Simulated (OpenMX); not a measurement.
The system is GaSb.

```
CELL_PARAMETERS angstrom
0.00000 3.05900 3.05900
3.05900 0.00000 3.05900
3.05900 3.05900 0.00000
ATOMIC_POSITIONS crystal
Sb 0.75000 0.75000 0.75000
Ga 0.00000 0.00000 0.00000
```

Base run:

- Program: OpenMX 3.8.5
- Functional: PBE
- Potentials or basis: OpenMX 2013 PBE set, Sb7.0-s3p2d1, Ga7.0-s2p2d1, grid cutoff 500 Ry
- k mesh: 9 × 9 × 9
- Occupations: fermi-dirac, width 0.05 eV
- Spin: no spin polarisation

Its results: pressure 5.1 GPa.

Q: The run is repeated on the same cell with these changes: potentials or basis from OpenMX 2013 PBE set, Sb7.0-s3p2d1, Ga7.0-s2p2d1, grid cutoff 500 Ry to OpenMX 2013 PBE set, Sb7.0-s3p2d2f1, Ga7.0-s3p2d2f1, grid cutoff 500 Ry. What comes out?

A: Pressure 4.0 GPa.

Caveats: the basis of atomic orbitals isn't converged, which shifts pressures, moduli and gaps.
